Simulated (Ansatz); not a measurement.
# SnSe2 (P-3m1) in Ansatz: notebook

Runs on SnSe2. Level: PBE. Tasks: band structure.

Everything below comes from runs of Ansatz 0.2.0. Logs are shortened: lines on timing, memory, paths and dates and some standing lists are left out, and cuts for length are marked.

## (1) The structure

It takes space group P-3m1 (No. 164, trigonal). The conventional cell has a = 3.811 Å, b = 3.811 Å, c = 6.136 Å, α = 90.00°, β = 90.00°, γ = 120.00°. Around Sn (site symmetry -3m) lie 6 Se at 2.68 Å. Se (site symmetry 3m) has 3 Sn at 2.68 Å as nearest neighbours.

## (2) Band structure, PBE

File input.yaml:

```yaml
crystal:
  lattice:
    - [3.811, 0.0, 0.0]
    - [-1.9055, 3.3004228138, 0.0]
    - [0.0, 0.0, 6.136]
  atoms:
    - { symbol: Sn, position: [0.0, 0.0, 0.0] }
    - { symbol: Se, position: [0.6666666667, 0.3333333333, 0.751] }
    - { symbol: Se, position: [0.3333333333, 0.6666666667, 0.249] }
hamiltonian:
  xc: pbe
  pseudopotentials: { kind: paw, level: accurate }
kpoints:
  mp_grid: { grid: [8, 8, 5] }
  band_path:
    path:
      - [[0.0, 0.0, 0.0], [0.5, 0.0, 0.0], [0.3333333333, 0.3333333333, 0.0], [0.0, 0.0, 0.0], [0.0, 0.0, 0.5], [0.5, 0.0, 0.5], [0.3333333333, 0.3333333333, 0.5], [0.0, 0.0, 0.5]]
      - [[0.5, 0.0, 0.5], [0.5, 0.0, 0.0]]
      - [[0.3333333333, 0.3333333333, 0.0], [0.3333333333, 0.3333333333, 0.5]]
    npoints: 14
scf:
  occupations: { method: fermi_dirac, width: 0.05 }
  n_extra_bands: 7
output:
  forces: true
  stress: true
  eigenvalues: true
  fatbands: false
```

Potentials or basis: Ansatz PAW earlier set.

On the command line:

```sh
ansatz run input.yaml --threads 2 --pin off --max-ram 5120MiB --backend cpu --events-out ev --progress --plain --runs-dir out
```

Log:

```text
Warning: RAYON_NUM_THREADS=2 ignored (pool sized by the plan → 2); use --threads N
scf.n_extra_bands = 7 over 27 filled bands (N_el = 54.0): the run solves 34 bands
Engine: ansatz 0.2.0, aarch64-unknown-linux-gnu
Pseudopotentials: kind: paw, level: accurate
Pseudopotential: Sn, paw, valence charge 22, recommended cutoff 770 eV (high), Sn.paw.azcp
Pseudopotential: Se, paw, valence charge 16, recommended cutoff 580 eV (normal), Se.paw.azcp#accurate
Functional definition: PBE
  parameter kappa = 0.804
  parameter beta = 0.06672455060314922
  exchange = pbe_x(kappa = kappa, mu = beta*pi^2/3)
  correlation = pbe_c(beta = beta)
Crystal: 3 atoms, lattice volume = 77.178 Å³
Basis set: ecut = 770 eV, 3729 PW (Γ), exchange–correlation on 72×72×120 points (8 copies of the dense FFT grid, shifted against one another)
Bands: 34, of which v1, the nominal top of the filled ones, is band 27 counted from 1 (26 counted from 0)
Symmetry: 12 space group operations
Space group: P-3m1 (ITA 164), of the structure as read, at distance tolerance 4.3e-5 Å
k-points: 40 of 320
Non-local potential: Sn, projectors of the file, l = 0: 3, l = 1: 3, l = 2: 3, l = 3: 2
Non-local potential: Se, projectors of the file, l = 0: 3, l = 1: 3, l = 2: 3, l = 3: 2, l = 4: 1
PAW form: soft (Blöchl's): semilocal exchange-correlation on the pseudo side does not see the compensation charge
PAW one-centre angular grid: Sn, 590 points (default); XC on 64 Gauss nodes
PAW one-centre angular grid: Se, 590 points (default); XC on 64 Gauss nodes
Initial density: superposition of atomic densities (chi_scale 0.1, normalization cell, long waves kept (reshape's long-wave potential 0.11 eV rms))
Initial wavefunctions: pseudopotential atomic-orbital guess
Functional: x = pbe(κ = 0.804, μ = 0.2195149727645171), c = pbe(β = 0.06672455060314922)
SCF iter   1: F=—  HF=-20665.342909 eV  |F-HF|=—  |Δ(HF+E_count)|=         —  Δρ=4.63e-2  dr2=3.03e0  ethr=3.10e-3  ⟨swp⟩=6.2  Hψ=5547  notcnv=0  defer=3
preconditioner: auto → Resta (q_TF=auto, 2.571 Å⁻¹)  ε∞=3.3  [insulator: Δε(μ)=0.460 eV  Ē_g=11.202 eV  σ=0.050 eV  W_gap=0.98  n_scr=22 (ndim 8)  ℏωp=16.9 eV  f_vac=0.079  D(μ)=0.02/eV (n_scr^D=0)  ε∞_Penn≈3.3]
SCF iter   2: F=—  HF=-20664.551889 eV  |F-HF|=—  |Δ(HF+E_count)|=   7.91e-1  Δρ=1.76e-2  dr2=2.28e-1  ethr=3.10e-3  ⟨swp⟩=3.0  Hψ=2577  notcnv=0  defer=79
SCF iter   3: F=—  HF=-20664.505083 eV  |F-HF|=—  |Δ(HF+E_count)|=   4.68e-2  Δρ=7.74e-3  dr2=3.13e-2  ethr=4.22e-4  ⟨swp⟩=3.0  Hψ=1735  notcnv=0  defer=79
SCF iter   4: F=—  HF=-20664.504460 eV  |F-HF|=—  |Δ(HF+E_count)|=   6.22e-4  Δρ=1.19e-3  dr2=1.08e-3  ethr=5.80e-5  ⟨swp⟩=3.0  Hψ=2528  notcnv=0  defer=79
SCF iter   5: F=—  HF=-20664.504985 eV  |F-HF|=—  |Δ(HF+E_count)|=   5.25e-4  Δρ=3.88e-4  dr2=9.96e-5  ethr=2.00e-6  ⟨swp⟩=2.0  Hψ=1801  notcnv=0  defer=79
SCF iter   6: F=—  HF=-20664.505106 eV  |F-HF|=—  |Δ(HF+E_count)|=   1.21e-4  Δρ=7.38e-5  dr2=4.98e-6  ethr=1.84e-7  ⟨swp⟩=2.0  Hψ=1679  notcnv=0  defer=79
SCF iter   7: F=—  HF=-20664.505119 eV  |F-HF|=—  |Δ(HF+E_count)|=   1.27e-5  Δρ=2.54e-5  dr2=3.31e-7  ethr=9.23e-9  ⟨swp⟩=2.0  Hψ=1803  notcnv=0  defer=79
SCF iter   8: F=-20664.505120 eV  HF=-20664.505120 eV  |F-HF|=9.07e-8  |Δ(HF+E_count)|=   7.22e-7  Δρ=7.97e-6  dr2=4.97e-8  ethr=1.85e-10  ⟨swp⟩=11.5  Hψ=6310  notcnv=0
SCF 1 converged in 8 iterations: F = -20664.505120 eV  dr2 = 4.97e-8
NSCF: frozen V_eff on 129 k-points
SCF converged after 8 iterations
Free energy (F): -20664.505120 eV
Harris-Foulkes:  -20664.505120 eV  (|F-HF|=9.07e-8)
Internal energy: -20664.505100 eV  (E = F + TS)
E sigma→0 (E₀):  -20664.505110 eV
Entropy (-TS):   -0.000020 eV (-0.007 meV/atom)
Fermi energy:    9.105714 eV
--- Per-component energies (eV) ---
  E_band       = -1530.354049
  E_kinetic    = 1180.650035
  E_local      = -13284.060680  (includes V_loc(G=0)·N_el)
  E_nonlocal   = 1327.109467
  E_hartree    = 5187.053549
  E_xc         = -737.031443
  E_vxc        = -500.819621  (∫ρ·V_xc dr)
  E_paw        = -8093.157241  (= ΣΔE_a, less E_core_relax)
  E_vpaw       = -627.327012  (= ΣTr[D̂ρ^β], less what the cores' own moments, if any, meet on the grid)
  E_core_relax = -0.000366  (the energy of the cores' relaxation)
  E_aug_tail   = -0.000068  (compensation charges beyond the density's cutoff)
  E_ewald      = -6245.068353
  E_smearing   = -0.000020  (= −TS)
  E_closure    = -0.000000  (closes the sum)
  Σ components = -20664.505120   (vs F -20664.505120, Δ=0.00e0)
--- Forces (eV/Å), atoms counted from 1 ---
  atom   1  Sn     0.00000000     0.00000000     0.00000000
  atom   2  Se     0.00000000    -0.00000000    -0.78664144
  atom   3  Se     0.00000000     0.00000000     0.78664144
  max |Σ_I F_I| component: 0.00e0 eV/Å
--- Stress (GPa, compression-positive) ---
        5.037825      -0.000000      -0.000000
       -0.000000       5.037825       0.000000
       -0.000000       0.000000       6.530111
  P = ⅓ Tr σ = 5.5353 GPa (55.353 kbar)
--- Band table (eV; the first three rows and the last of 40) ---
  k-point 0: bands = ["-120.5071", "-76.2924", "-76.2924", "-76.2886", "-38.1089", "-38.1089", "-38.1089", "-38.1089", "-38.0757", "-38.0757", "-38.0750", "-38.0750", "-38.0626", "-38.0624", "-12.5912", "-12.5912", "-12.5527", "-12.5381", "-12.5381", "-5.3137", "-3.5387", "2.6208", "7.9869", "7.9869", "8.2926", "8.2926", "8.6752", "9.7830", "11.6377", "13.3318", "13.3318", "16.8252", "17.6399", "17.6399"]
  k-point 1: bands = ["-120.5071", "-76.2924", "-76.2924", "-76.2886", "-38.1089", "-38.1089", "-38.1089", "-38.1089", "-38.0756", "-38.0756", "-38.0751", "-38.0751", "-38.0626", "-38.0624", "-12.5912", "-12.5912", "-12.5527", "-12.5381", "-12.5381", "-5.2613", "-3.6510", "2.8933", "7.8134", "7.9483", "7.9483", "8.3525", "8.3525", "10.4428", "11.6437", "13.2349", "13.2349", "17.0469", "17.4072", "17.4072"]
  k-point 2: bands = ["-120.5071", "-76.2924", "-76.2924", "-76.2886", "-38.1089", "-38.1089", "-38.1089", "-38.1089", "-38.0755", "-38.0755", "-38.0752", "-38.0752", "-38.0626", "-38.0625", "-12.5912", "-12.5912", "-12.5526", "-12.5381", "-12.5381", "-5.1618", "-3.8421", "3.4295", "6.8129", "7.9030", "7.9030", "8.4330", "8.4330", "11.0464", "11.6225", "13.0860", "13.0860", "16.9234", "17.1244", "17.1244"]
  k-point 39: bands = ["-120.5071", "-76.2926", "-76.2926", "-76.2885", "-38.1087", "-38.1086", "-38.1084", "-38.1084", "-38.0756", "-38.0755", "-38.0755", "-38.0753", "-38.0622", "-38.0622", "-12.6263", "-12.5982", "-12.5442", "-12.5279", "-12.5183", "-3.3071", "-3.1118", "1.2947", "4.2989", "4.6586", "5.3565", "8.0284", "8.3000", "10.9636", "13.5249", "13.7551", "14.9820", "16.1072", "17.1161", "18.3787"]
```

Wall time 16 s (2 threads of Arm Neoverse V1, shared host); peak memory 0.67 GiB.

What came out:

```yaml
Free_energy: -20664.5051 eV
Pressure: 5.5 GPa
Largest_force: 0.787 eV/Å
Band_gap_on_the_k_mesh: 0.81 eV, indirect (least direct gap 1.11 eV)
Band_gap_along_the_path: 0.73 eV, indirect (least direct gap 1.11 eV)
```

Forces in eV/Å, atoms in the order of the input:
```
Sn   0.000  0.000  0.000
Se   0.000  0.000 -0.787
Se   0.000  0.000  0.787
```

Levels at the corners of the path, in eV from the valence-band top:
| point | band 24 | band 25 | band 26 | band 27 | band 28 | band 29 | band 30 | band 31 |
| --- | --- | --- | --- | --- | --- | --- | --- | --- |
| Γ | -0.73 | -0.43 | -0.43 | -0.05 | 1.06 | 2.92 | 4.61 | 4.61 |
| M | -2.94 | -2.71 | -1.23 | -0.34 | 1.12 | 3.77 | 5.42 | 5.46 |
| K | -3.74 | -3.38 | -1.56 | -1.56 | 1.40 | 6.63 | 6.63 | 7.20 |
| Γ | -0.73 | -0.43 | -0.43 | -0.05 | 1.06 | 2.92 | 4.61 | 4.61 |
| A | -0.82 | -0.82 | -0.28 | -0.28 | 2.42 | 2.89 | 4.34 | 4.34 |
| L | -2.55 | -2.03 | -0.87 | -0.73 | 0.84 | 4.23 | 4.82 | 5.81 |
| H | -4.25 | -3.75 | -0.41 | -0.41 | 2.52 | 4.72 | 4.72 | 6.22 |
| A | -0.82 | -0.82 | -0.28 | -0.28 | 2.42 | 2.89 | 4.34 | 4.34 |
| L | -2.55 | -2.03 | -0.87 | -0.73 | 0.84 | 4.23 | 4.82 | 5.81 |
| M | -2.94 | -2.71 | -1.23 | -0.34 | 1.12 | 3.77 | 5.42 | 5.46 |
| K | -3.74 | -3.38 | -1.56 | -1.56 | 1.40 | 6.63 | 6.63 | 7.20 |
| H | -4.25 | -3.75 | -0.41 | -0.41 | 2.52 | 4.72 | 4.72 | 6.22 |

Caveat: the k mesh misses the band edges, so the gap on the mesh is wider than the one along the path; spin-orbit coupling is left out, which moves the levels of the heavy elements; this functional lacks dispersion, which binds the layers, so the pressure and a relaxed spacing across them are unreliable.

## (3) Band structure, PBE

Edit input.yaml of step 2 so:

```diff
@@ -11,3 +11,3 @@
   xc: pbe
-  pseudopotentials: { kind: paw, level: accurate }
+  pseudopotentials: { kind: nc, accuracy: stringent }
 kpoints:
```

Potentials or basis: PseudoDojo stringent (PBE files).

On the command line:

```sh
ansatz run input.yaml --threads 2 --pin off --max-ram 5120MiB --backend cpu --events-out ev --progress --plain --runs-dir out
```

It took 37 s on 2 threads of Arm Neoverse V1, shared host; peak memory 1.3 GiB.

It converged, with:

| Property | Result |
| --- | --- |
| Free energy | -24439.3491 eV |
| Pressure | 5.6 GPa |
| Largest force | 0.798 eV/Å |
| Band gap on the k mesh | 0.81 eV, indirect (least direct gap 1.10 eV) |
| Band gap along the path | 0.72 eV, indirect (least direct gap 1.10 eV) |

Forces in eV/Å, atoms in the order of the input:
```
Sn   0.000  0.000  0.000
Se   0.000  0.000 -0.798
Se   0.000  0.000  0.798
```

Stress tensor (GPa, compression positive):
```
5.14 0.00 0.00
0.00 5.14 0.00
0.00 0.00 6.60
```

Levels at the corners of the path, in eV from the valence-band top:
```
point  band 31  band 32  band 33  band 34  band 35  band 36  band 37  band 38  band 39  band 40
    Γ    -0.73    -0.73    -0.43    -0.43    -0.05     1.06     2.92     4.61     4.61     8.10
    M    -4.52    -2.95    -2.72    -1.24    -0.35     1.12     3.77     5.41     5.45     7.24
    K    -3.75    -3.75    -3.39    -1.56    -1.56     1.39     6.63     6.63     7.19     7.39
    Γ    -0.73    -0.73    -0.43    -0.43    -0.05     1.06     2.92     4.61     4.61     8.10
    A    -2.08    -0.82    -0.82    -0.28    -0.28     2.41     2.89     4.34     4.34     8.13
    L    -4.96    -2.55    -2.03    -0.88    -0.74     0.83     4.24     4.82     5.81     6.32
    H    -4.25    -4.25    -3.76    -0.41    -0.41     2.51     4.72     4.72     6.21     8.22
    A    -2.08    -0.82    -0.82    -0.28    -0.28     2.41     2.89     4.34     4.34     8.13
    L    -4.96    -2.55    -2.03    -0.88    -0.74     0.83     4.24     4.82     5.81     6.32
    M    -4.52    -2.95    -2.72    -1.24    -0.35     1.12     3.77     5.41     5.45     7.24
    K    -3.75    -3.75    -3.39    -1.56    -1.56     1.39     6.63     6.63     7.19     7.39
    H    -4.25    -4.25    -3.76    -0.41    -0.41     2.51     4.72     4.72     6.21     8.22
```

Caveat: the k mesh misses the band edges, so the gap on the mesh is wider than the one along the path; spin-orbit coupling is left out, which moves the levels of the heavy elements; this functional lacks dispersion, which binds the layers, so the pressure and a relaxed spacing across them are unreliable.
